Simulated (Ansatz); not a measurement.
# TaN (Pm-3m) in Ansatz: settings compared

Aim: see how the results for TaN move with the level of theory and the settings. Levels: HSE06, HSE03, HSEsol. Tasks: band structure.

Everything below comes from runs of Ansatz 0.2.0. Logs are shortened: lines on timing, memory, paths and dates and some standing lists are left out, and cuts for length are marked.

## (1) The crystal as given

Symmetry: Pm-3m, No. 221, cubic system. Conventional cell: a = 2.732 Å, b = 2.732 Å, c = 2.732 Å, α = 90.00°, β = 90.00°, γ = 90.00°. Around Ta (site symmetry m-3m) lie 8 N at 2.37 Å. N (site symmetry m-3m) is surrounded by 8 Ta at 2.37 Å.

The cell comes from a database or a generator and needn't be the stable form of this composition.

## (2) Band structure, HSE06

input reads:

```
crystal:
  lattice:
    - [2.73230769, 0.0, 0.0]
    - [0.0, 2.73230769, 0.0]
    - [0.0, 0.0, 2.73230769]
  atoms:
    - { symbol: Ta, position: [0.0, 0.0, 0.0] }
    - { symbol: "N", position: [0.5, 0.5, 0.5] }
hamiltonian:
  xc: hse06
  pseudopotentials: { kind: paw }
kpoints:
  mp_grid: { grid: [5, 5, 5] }
  band_path:
    path:
      - [[0.0, 0.0, 0.0], [0.0, 0.5, 0.0], [0.5, 0.5, 0.0], [0.0, 0.0, 0.0], [0.5, 0.5, 0.5], [0.0, 0.5, 0.0]]
      - [[0.5, 0.5, 0.0], [0.5, 0.5, 0.5]]
    npoints: 4
scf:
  occupations: { method: fermi_dirac, width: 0.05 }
  n_extra_bands: 6
output:
  forces: true
  stress: true
  eigenvalues: true
  fatbands: false
```

Potentials or basis: Ansatz PAW.

Output:

```text
Warning: output.stress: scf.convergence.dr2_threshold = 1e-7 eV (the SCF's general default) is looser than the 2e-10 eV advised for a printed stress (1e-10 eV for each atom of the cell: 2). What an SCF threshold leaves in a stress goes as its square root, and in the free energy as the threshold itself, and one threshold admits the most on a small cell: of the crystals measured, under no hybrid functional and no lock of the moments, on runs that ended without the residual-converged pass, on stresses that held no estimate of that error, the worst erred by over 100 MPa in a component at 1e-7 eV an atom and by under 5 at 1e-10. Set scf.convergence.dr2_threshold to 2e-10 eV or tighter. The threshold is an SCF's pass mark: one that does not reach it within its budget of iterations ends unconverged, or closes short of it on a stop that the run arms, and scf.convergence.dr2_threshold's page says what that costs each kind of run
Warning: output.stress: scf.exx.energy_threshold = 1e-6 eV is looser than the 2e-8 eV advised for a stress under a hybrid functional (1e-8 eV for each atom of the cell: 2). Every SCF of the exchange loop can meet its threshold on dr2 while the loop round them stops early: no threshold on dr2 bounds what that leaves in the stress. Set scf.exx.energy_threshold to 2e-8 eV or tighter. The threshold is the loop's pass mark: a loop that does not reach it within its budget of cycles ends unconverged, and scf.exx.energy_threshold's page has the law
scf.n_extra_bands = 6 over 9 filled bands (N_el = 18.0): the run solves 15 bands
GPUs: using 1 of 1 available (devices: 1).
Engine: ansatz 0.2.0, x86_64-unknown-linux-gnu
Pseudopotentials: kind: paw
Pseudopotential: Ta, paw, valence charge 13, recommended cutoff 420 eV (normal), Ta.paw.azcp
Pseudopotential: N, paw, valence charge 5, recommended cutoff 420 eV (normal), N.paw.azcp
Functional definition: HSE06
  parameter a = 0.25
  parameter omega = 0.11/bohr
  exchange = pbe_x - a*pbe_x_sr(omega) + a*exact_x_sr(omega)
  correlation = pbe_c
device memory: the entry about to start is reckoned to put 0.4 GiB on a device that reports 67.6 GiB free (of which the cap on the GPU budget leaves the run 18.0 GiB)
GPU FFT provider: cuFFT
GPU libraries: cuBLAS 13.8.2, cuFFT 12.4.0, cuSOLVER 12.3.4
Crystal: 2 atoms, lattice volume = 20.398 Å³
Basis set: ecut = 420 eV, 389 PW (Γ), exchange–correlation on 40×40×40 points (8 copies of the dense FFT grid, shifted against one another)
Bands: 15, of which v1, the nominal top of the filled ones, is band 9 counted from 1 (8 counted from 0)
Symmetry: 48 space group operations
Space group: Pm-3m (ITA 221), of the structure as read, at distance tolerance 2.7e-5 Å
k-points: 10 of 125
Non-local potential: Ta, projectors of the file, l = 0: 3, l = 1: 2, l = 2: 2, l = 3: 1
Non-local potential: N, projectors of the file, l = 0: 2, l = 1: 2, l = 2: 1
PAW form: soft (Blöchl's): semilocal exchange-correlation on the pseudo side does not see the compensation charge
PAW frozen core: Ta, regenerated for the run's functional, and the local potential with it (the file was generated under x = pbe(κ = 0.804, μ = 0.2195149727645171), c = pbe(β = 0.06672455060314922))
PAW frozen core: N, regenerated for the run's functional, and the local potential with it (the file was generated under x = pbe(κ = 0.804, μ = 0.2195149727645171), c = pbe(β = 0.06672455060314922))
PAW one-centre angular grid: Ta, 590 points (default); XC on 64 Gauss nodes
PAW one-centre angular grid: N, 110 points (default); XC on 64 Gauss nodes
Initial density: superposition of atomic densities (neutral atoms: chi_scale 0, normalization atom), corrected by the library's trained network
Initial wavefunctions: pseudopotential atomic-orbital guess
GPU buffer pool allocated for 8000 grid points (all kernels)
GPU transforms: local potential and band sums: pruned to the plane-wave sphere, on 18×18×18
Functional: x = pbe(κ = 0.804, μ = 0.2195149727645171), c = pbe(β = 0.06672455060314922), warm-up for x = pbe(κ = 0.804, μ = 0.2195149727645171) + 0.25 (exact − pbe) at short range (hse, ω = 0.20786987370883472 Å⁻¹), c = pbe(β = 0.06672455060314922); HSE06 as pw.x's `hse` composes it (authors' and Libxc's form: `xc: wpbeh`)
SCF iter   1: F=—  HF=-10316.850709 eV  |F-HF|=—  |Δ(HF+E_count)|=         —  Δρ=1.01e-2  dr2=2.81e-2  ethr=1.77e-3  ⟨swp⟩=6.5  Hψ=595  notcnv=0
preconditioner: auto → none  [insulator: Δε(μ)=0.872 eV  Ē_g=13.199 eV  σ=0.050 eV  W_gap=0.77  n_scr=6 (ndim 8)  ℏωp=26.0 eV  f_vac=0.000  D(μ)=1.83/eV (n_scr^D=26)]
SCF iter   2: F=—  HF=-10316.843662 eV  |F-HF|=—  |Δ(HF+E_count)|=   7.05e-3  Δρ=4.65e-3  dr2=5.36e-3  ethr=1.56e-4  ⟨swp⟩=2.7  Hψ=308  notcnv=0
iter 3 solved again at ethr=1.85e-7 eV; its pass at ethr=2.98e-5 eV (dr2=3.32e-5 eV) is discarded
SCF iter   3: F=—  HF=-10316.842418 eV  |F-HF|=—  |Δ(HF+E_count)|=   1.24e-3  Δρ=6.38e-4  dr2=3.70e-5  ethr=1.85e-7  ⟨swp⟩=3.0  Hψ=632  notcnv=0
SCF iter   4: F=—  HF=-10316.842411 eV  |F-HF|=—  |Δ(HF+E_count)|=   7.68e-6  Δρ=1.10e-4  dr2=1.51e-6  ethr=1.85e-7  ⟨swp⟩=3.0  Hψ=276  notcnv=0
SCF iter   5: F=—  HF=-10316.842410 eV  |F-HF|=—  |Δ(HF+E_count)|=   6.07e-7  Δρ=1.50e-5  dr2=2.50e-8  ethr=8.41e-9  ⟨swp⟩=3.0  Hψ=271  notcnv=0
SCF iter   6: F=—  HF=-10316.842410 eV  |F-HF|=—  |Δ(HF+E_count)|=  9.46e-11  Δρ=5.57e-6  dr2=3.88e-9  ethr=1.39e-10  ⟨swp⟩=3.3  Hψ=324  notcnv=0
SCF iter   7: F=-10316.842410 eV  HF=-10316.842410 eV  |F-HF|=1.53e-10  |Δ(HF+E_count)|=   1.69e-9  Δρ=1.18e-6  dr2=1.76e-10  ethr=2.15e-11  ⟨swp⟩=3.0  Hψ=277  notcnv=0
SCF 1 converged in 7 iterations: F = -10316.842410 eV  dr2 = 1.76e-10
device memory: the entry about to start is reckoned to put 1.0 GiB on a device that reports 66.2 GiB free (of which the cap on the GPU budget leaves the run 18.0 GiB)
GPU FFT provider: cuFFT
GPU libraries: cuBLAS 13.8.2, cuFFT 12.4.0, cuSOLVER 12.3.4
Initial density: handed on by an earlier stage of this run
Initial wavefunctions: those handed on with the density
GPU buffer pool allocated for 8000 grid points (all kernels)
GPU transforms: local potential and band sums: pruned to the plane-wave sphere, on 18×18×18
Functional: x = pbe(κ = 0.804, μ = 0.2195149727645171) + 0.25 (exact − pbe) at short range (hse, ω = 0.20786987370883472 Å⁻¹), c = pbe(β = 0.06672455060314922); HSE06 as pw.x's `hse` composes it (authors' and Libxc's form: `xc: wpbeh`)
Exchange kernel: α = 0.2500, screened, ω = 0.2079 Å⁻¹, Wigner–Seitz truncation, v(0) = 1012.5051 eV·Å³, q-mesh 5×5×5, nearest image of the exchange supercell L = 13.66 Å, pair-density grid 15×15×15, without the augmentation charges, whose exchange is taken in its separable form by FFT convolution over the k-point mesh (sized by the pseudopotential files, 18×18×18 at the most), smooth part of the exact exchange by density-matrix convolution in up to 903.5 MiB of GPU memory as planned if the GPU has room (build and FFT work areas not counted)
Frozen-core exchange: fock
iter 1 solved again at ethr=1.25e-4 eV; its pass at ethr=1.00e-1 eV (dr2=2.26e-2 eV) is discarded
SCF iter   1: F=—  HF=-10317.385452 eV  |F-HF|=—  |Δ(HF+E_count)|=         —  Δρ=1.01e-2  dr2=2.33e-2  ethr=1.25e-4  ⟨swp⟩=3.7  Hψ=675  notcnv=0
preconditioner: auto → none  [insulator: Δε(μ)=1.033 eV  Ē_g=15.014 eV  σ=0.050 eV  W_gap=0.72  n_scr=6 (ndim 8)  ℏωp=26.0 eV  f_vac=0.000  D(μ)=1.76/eV (n_scr^D=18)]
SCF iter   2: F=—  HF=-10317.381627 eV  |F-HF|=—  |Δ(HF+E_count)|=   3.82e-3  Δρ=6.42e-3  dr2=4.16e-3  ethr=1.24e-4  ⟨swp⟩=3.2  Hψ=374  notcnv=0
SCF iter   3: F=—  HF=-10317.380676 eV  |F-HF|=—  |Δ(HF+E_count)|=   9.51e-4  Δρ=1.98e-3  dr2=3.73e-4  ethr=2.20e-5  ⟨swp⟩=3.0  Hψ=293  notcnv=0
SCF iter   4: F=—  HF=-10317.380601 eV  |F-HF|=—  |Δ(HF+E_count)|=   7.48e-5  Δρ=7.21e-4  dr2=9.12e-5  ethr=1.96e-6  ⟨swp⟩=3.0  Hψ=294  notcnv=0
SCF iter   5: F=—  HF=-10317.380586 eV  |F-HF|=—  |Δ(HF+E_count)|=   1.52e-5  Δρ=4.39e-4  dr2=3.86e-5  ethr=4.97e-7  ⟨swp⟩=3.0  Hψ=281  notcnv=0
SCF iter   6: F=-10317.380571 eV  HF=-10317.380575 eV  |F-HF|=4.68e-6  |Δ(HF+E_count)|=   1.08e-5  Δρ=1.81e-4  dr2=5.50e-6  ethr=2.09e-7  ⟨swp⟩=2.0  Hψ=242  notcnv=0
SCF 2 stopped early in 6 iterations: F = -10317.380571 eV  dr2 = 5.50e-6
hybrid outer 1: dexx = +5.676e-3 eV, tail = 2.25e-5 eV
GPU FFT provider: cuFFT
GPU libraries: cuBLAS 13.8.2, cuFFT 12.4.0, cuSOLVER 12.3.4
GPU buffer pool allocated for 8000 grid points (all kernels)
GPU transforms: local potential and band sums: pruned to the plane-wave sphere, on 18×18×18
Exchange kernel: α = 0.2500, screened, ω = 0.2079 Å⁻¹, Wigner–Seitz truncation, v(0) = 1012.5051 eV·Å³, q-mesh 5×5×5, nearest image of the exchange supercell L = 13.66 Å, pair-density grid 15×15×15, without the augmentation charges, whose exchange is taken in its separable form by FFT convolution over the k-point mesh (sized by the pseudopotential files, 18×18×18 at the most), smooth part of the exact exchange by density-matrix convolution in up to 903.5 MiB of GPU memory as planned if the GPU has room (build and FFT work areas not counted)
Frozen-core exchange: fock
SCF iter   1: F=—  HF=-10317.380585 eV  |F-HF|=—  |Δ(HF+E_count)|=         —  Δρ=1.35e-4  dr2=2.50e-6  ethr=6.26e-7  ⟨swp⟩=4.3  Hψ=389  notcnv=0
preconditioner: auto → none  [insulator: Δε(μ)=1.062 eV  Ē_g=14.954 eV  σ=0.050 eV  W_gap=0.69  n_scr=6 (ndim 8)  ℏωp=26.0 eV  f_vac=0.000  D(μ)=1.70/eV (n_scr^D=18)]
SCF iter   2: F=—  HF=-10317.380585 eV  |F-HF|=—  |Δ(HF+E_count)|=   3.10e-7  Δρ=7.92e-5  dr2=1.17e-6  ethr=1.38e-8  ⟨swp⟩=3.0  Hψ=284  notcnv=0
SCF iter   3: F=—  HF=-10317.380584 eV  |F-HF|=—  |Δ(HF+E_count)|=   1.68e-7  Δρ=3.59e-5  dr2=1.04e-7  ethr=6.03e-9  ⟨swp⟩=2.4  Hψ=248  notcnv=0  defer=1
SCF iter   4: F=—  HF=-10317.380584 eV  |F-HF|=—  |Δ(HF+E_count)|=   3.27e-8  Δρ=1.11e-5  dr2=2.99e-8  ethr=5.69e-10  ⟨swp⟩=3.5  Hψ=326  notcnv=0
SCF iter   5: F=-10317.380584 eV  HF=-10317.380584 eV  |F-HF|=1.26e-10  |Δ(HF+E_count)|=   1.01e-8  Δρ=1.07e-6  dr2=1.77e-10  ethr=1.61e-10  ⟨swp⟩=3.2  Hψ=302  notcnv=0
SCF 3 converged in 5 iterations: F = -10317.380584 eV  dr2 = 1.77e-10
  Residual-converged pass: ⟨swp⟩=3.0  Hψ=296  notcnv=0  max |occ|·‖R‖ = 2.3e-6 eV (tolerance 2.4e-6 eV)  dr2=1.94e-10  dr2_onsite=6.24e-12  max |Δocc| = 4.8e-11
hybrid outer 2: dexx = +4.485e-7 eV, tail = 6.58e-9 eV, Δε = 2.91e-3 eV (about 5.77e-5 eV left of the loop's levels)
device memory: the entry about to start is reckoned to put 0.3 GiB on a device that reports 65.6 GiB free (of which the cap on the GPU budget leaves the run 18.0 GiB)
NSCF: frozen V_eff on 26 k-points, pencils in batches of 32, up to order 68
hybrid SCF converged: 2 outer / 11 inner (+7 warm-up), last move |dexx| = 4.48e-7 eV, tail = 6.58e-9 eV
Stability not checked: this state was not tested for a lower state beside it, because the functional holds exact exchange (a hybrid, or Hartree-Fock), whose exchange loop this test does not read (fock_operator; see scf.lower_state_search)
Free energy (F): -10317.380584 eV
Frozen-core exchange: fock
Harris-Foulkes:  -10317.380584 eV  (|F-HF|=1.26e-10)
Internal energy: -10317.366997 eV  (E = F + TS)
E sigma→0 (E₀):  -10317.373791 eV
Entropy (-TS):   -0.013587 eV (-6.794 meV/atom)
Fermi energy:    20.857232 eV
--- Per-component energies (eV) ---
  E_band       = -59.080459
  E_kinetic    = 499.234057
  E_local      = -520.271338  (includes V_loc(G=0)·N_el)
  E_nonlocal   = 61.934973
  E_hartree    = 174.442905
  E_xc         = -224.043927
  E_vxc        = -224.906522  (∫ρ·V_xc dr)
  E_exx        = -49.797149  (= α·E_x^exact, valence–valence)
  E_paw        = -8530.344453  (= ΣΔE_a)
  E_vpaw       = -124.363295  (= ΣTr[D̂ρ^β])
  E_aug_tail   = 0.000332  (compensation charges beyond the density's cutoff)
  E_ewald      = -1725.147264
  E_core_change = -3.375132  (= ΣΔE_core)
  E_smearing   = -0.013587  (= −TS)
  E_closure    = -0.000001  (closes the sum)
  Σ components = -10317.380584   (vs F -10317.380584, Δ=0.00e0)
--- Forces (eV/Å), atoms counted from 1 ---
  atom   1  Ta    -0.00000000     0.00000000     0.00000000
  atom   2  N     -0.00000000     0.00000000     0.00000000
  max |Σ_I F_I| component: 1.42e-29 eV/Å
--- Stress (GPa, compression-positive) ---
       -1.115972       0.000000       0.000000
       -0.000000      -1.115972       0.000000
        0.000000       0.000000      -1.115972
  P = ⅓ Tr σ = -1.1160 GPa (-11.160 kbar)
--- Band table (eV; the first three rows and the last of 10) ---
  k-point 0: bands = ["-50.7701", "-15.3387", "-15.3387", "-15.3387", "1.4146", "16.5217", "16.5217", "18.7318", "18.7318", "18.7318", "25.3385", "27.0323", "27.0323", "27.0323", "40.7970"]
  k-point 1: bands = ["-50.7336", "-15.9036", "-15.2870", "-15.2870", "2.2640", "14.5960", "16.9028", "17.9667", "17.9667", "20.4499", "27.2650", "27.4302", "27.4714", "27.4714", "36.2960"]
  k-point 2: bands = ["-50.6740", "-16.7312", "-15.2018", "-15.2018", "3.9744", "11.3272", "16.8544", "16.8544", "17.6142", "25.4782", "27.6694", "28.3478", "28.3478", "30.3144", "32.6442"]
  k-point 9: bands = ["-50.4897", "-16.3055", "-16.2732", "-16.2732", "5.1119", "12.3581", "12.3581", "13.6523", "25.9470", "26.2949", "26.2949", "29.2327", "29.2327", "31.5506", "35.2109"]
```

Run time: 17 s. Hardware: 1 × NVIDIA H100 80GB HBM3 with 2 threads of AMD EPYC 7R13 (Zen 3), shared host; peak memory 1.5 GiB.

What came out:

```yaml
Free_energy: -10317.3806 eV
Pressure: -1.1 GPa
Band_gap_on_the_k_mesh: none (metal or under the smearing width)
```

Levels at the corners of the path, in eV from the Fermi level:
```csv
point,band 6,band 7,band 8,band 9,band 10,band 11,band 12,band 13
Γ,-4.34,-4.34,-2.13,-2.13,-2.13,4.48,6.18,6.18
X,-10.15,-4.18,-4.18,-3.11,5.82,6.89,7.67,7.67
M,-5.72,-5.72,-3.04,-1.37,2.64,2.64,2.76,8.96
Γ,-4.34,-4.34,-2.13,-2.13,-2.13,4.48,6.18,6.18
R,-9.08,-9.08,-9.08,8.69,8.69,8.69,9.24,9.24
X,-10.15,-4.18,-4.18,-3.11,5.82,6.89,7.67,7.67
M,-5.72,-5.72,-3.04,-1.37,2.64,2.64,2.76,8.96
R,-9.08,-9.08,-9.08,8.69,8.69,8.69,9.24,9.24
```

Caveat: the k mesh is coarse (spacing up to 0.46 Å⁻¹), so the values aren't converged, least of all with exact exchange; the pressure holds a Pulay correction of +0.4 GPa for the finite cutoff; spin-orbit coupling is left out, which moves the levels of the heavy elements; the PAW data sets come from PBE, with cores solved anew for the run's functional, which leaves a small shift of forces and pressure; the thresholds are loose for stress.

## (3) Band structure, HSE03

Edit input of step 2 so:

```diff
@@ -9,3 +9,3 @@
 hamiltonian:
-  xc: hse06
+  xc: { exchange: pbe, correlation: pbe, exx: { coeff: 0.25, omega: 0.3 } }
   pseudopotentials: { kind: paw }
```

Potentials or basis: Ansatz PAW.

It took 17 s on 1 × NVIDIA H100 80GB HBM3 with 2 threads of AMD EPYC 7R13 (Zen 3), shared host; peak memory 1.5 GiB.

Results (log left out):

```
Free energy            : -10317.3697 eV
Pressure               : -0.7 GPa
Band gap on the k mesh : none (metal or under the smearing width)
```

Levels at the corners of the path, in eV from the Fermi level:
```tsv
point	band 7	band 8	band 9	band 10	band 11	band 12
Γ	-4.24	-2.06	-2.06	-2.06	4.31	5.99
X	-4.08	-4.08	-2.99	5.63	6.69	7.46
M	-5.62	-2.93	-1.33	2.48	2.48	2.60
Γ	-4.24	-2.06	-2.06	-2.06	4.31	5.99
R	-8.94	-8.94	8.48	8.48	8.48	9.06
X	-4.08	-4.08	-2.99	5.63	6.69	7.46
M	-5.62	-2.93	-1.33	2.48	2.48	2.60
R	-8.94	-8.94	8.48	8.48	8.48	9.06
```

Caveat: the k mesh is coarse (spacing up to 0.46 Å⁻¹), so the values aren't converged, least of all with exact exchange; the pressure holds a Pulay correction of +0.4 GPa for the finite cutoff; spin-orbit coupling is left out, which moves the levels of the heavy elements; the PAW data sets come from PBE, with cores solved anew for the run's functional, which leaves a small shift of forces and pressure; the thresholds are loose for stress.

## (4) Band structure, HSEsol

Edit input of step 3 so:

```diff
@@ -9,3 +9,6 @@
 hamiltonian:
-  xc: { exchange: pbe, correlation: pbe, exx: { coeff: 0.25, omega: 0.3 } }
+  xc:
+    exchange: hjs_pbesol
+    correlation: pbesol
+    exx: { coeff: 0.25, omega: 0.207 }
   pseudopotentials: { kind: paw }
```

It took 19 s on 1 × NVIDIA H100 80GB HBM3 with 2 threads of AMD EPYC 7R13 (Zen 3), shared host; peak memory 1.5 GiB.

Results (log left out):

```
Free energy            : -10220.6111 eV
Pressure               : -7.7 GPa
Band gap on the k mesh : none (metal or under the smearing width)
```

Levels at the corners of the path, in eV from the Fermi level:
| point | band 5 | band 6 | band 7 | band 8 | band 9 | band 10 | band 11 | band 12 | band 13 | band 14 |
| --- | --- | --- | --- | --- | --- | --- | --- | --- | --- | --- |
| Γ | -19.40 | -4.34 | -4.34 | -2.11 | -2.11 | -2.11 | 4.49 | 6.14 | 6.14 | 6.14 |
| X | -16.41 | -10.17 | -4.19 | -4.19 | -3.10 | 5.84 | 6.86 | 7.66 | 7.66 | 10.65 |
| M | -17.15 | -5.72 | -5.72 | -3.06 | -1.36 | 2.59 | 2.59 | 2.76 | 9.00 | 13.77 |
| Γ | -19.40 | -4.34 | -4.34 | -2.11 | -2.11 | -2.11 | 4.49 | 6.14 | 6.14 | 6.14 |
| R | -14.90 | -9.10 | -9.10 | -9.10 | 8.69 | 8.69 | 8.69 | 9.27 | 9.27 | 10.21 |
| X | -16.41 | -10.17 | -4.19 | -4.19 | -3.10 | 5.84 | 6.86 | 7.66 | 7.66 | 10.65 |
| M | -17.15 | -5.72 | -5.72 | -3.06 | -1.36 | 2.59 | 2.59 | 2.76 | 9.00 | 13.77 |
| R | -14.90 | -9.10 | -9.10 | -9.10 | 8.69 | 8.69 | 8.69 | 9.27 | 9.27 | 10.21 |

Caveat: the k mesh is coarse (spacing up to 0.46 Å⁻¹), so the values aren't converged, least of all with exact exchange; the pressure holds a Pulay correction of +0.4 GPa for the finite cutoff; spin-orbit coupling is left out, which moves the levels of the heavy elements; the PAW data sets come from PBE, with cores solved anew for the run's functional, which leaves a small shift of forces and pressure; the thresholds are loose for stress.

## (5) The runs side by side

```tsv
level	gap on the mesh (eV)	pressure (GPa)
HSE06	none	-1.1
HSE03	none	-0.7
HSEsol	none	-7.7
```

Alike in all rows: task band structure; potentials or basis Ansatz PAW; no spin polarisation; cell as given; k mesh 5 × 5 × 5; cutoff (eV) 420; smearing fermi-dirac 0.05 eV; the mesh is coarse, so values aren't converged.

Caveats: all runs use coarse meshes; spin-orbit coupling is left out, which moves the levels of the heavy elements; the PAW data sets come from PBE, with cores solved anew for the run's functional, which leaves a small shift of forces and pressure; the thresholds are loose for stress.

Total energies depend on the potentials used, so only differences within one code and one set of settings carry meaning.
